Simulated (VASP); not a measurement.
Input of a VASP 6.6.1 run:

INCAR

```
PREC = Accurate ; ENCUT = 520
EDIFF = 1E-7 ; ISMEAR = 0
SIGMA = 0.1 ; LREAL = False
LASPH = True ; NELM = 150
ALGO = Normal ; ISIF = 2
LWAVE = False ; LCHARG = False
ISPIN = 2 ; MAGMOM = 0.72 0.72 0.72 0.72 0.72 0.72 0.72 0.72
LORBIT = 11 ; LMAXMIX = 4
GGA = PE ; NBANDS = 54
```

KPOINTS

```
regular mesh
0
Gamma
  4 4 4
```

File POSCAR:

```
Ni
1.0
   -3.0364527342      3.0364527342      3.0364527342
    3.0364527342     -3.0364527342      3.0364527342
    3.0364527342      3.0364527342     -3.0364527342
Ni
8
Direct
    0.2443800527      0.2443800527      0.2443800527
    0.5000000000      0.0000000000      0.2556199473
    0.2556199473      0.5000000000      0.0000000000
    0.0000000000      0.2556199473      0.5000000000
    0.7556199473      0.7556199473      0.7556199473
    0.5000000000      0.0000000000      0.7443800527
    0.7443800527      0.5000000000      0.0000000000
    0.0000000000      0.7443800527      0.5000000000
```

Potentials or basis: VASP PAW PBE potentials, release 64 (Ni).

The run is started by

```sh
$ cat potpaw_PBE.64/Ni/POTCAR > POTCAR
$ mpirun -np 1 vasp_std > vasp.out
```

Predict the pressure.

-0.1 GPa.

What does it give for the band gap on the k mesh?

None (metal or under the smearing width).

Estimate the net moment.

6.59 μB per cell.

Forces in eV/Å, atoms in the order of the input:
```
Ni  -0.002 -0.002 -0.002
Ni   0.002  0.002 -0.002
Ni  -0.002  0.002  0.002
Ni   0.002 -0.002  0.002
Ni   0.002  0.002  0.002
Ni  -0.002 -0.002  0.002
Ni   0.002 -0.002 -0.002
Ni  -0.002  0.002 -0.002
```

Caveat: the k mesh is coarse (spacing up to 0.37 Å⁻¹), so the values aren't converged.
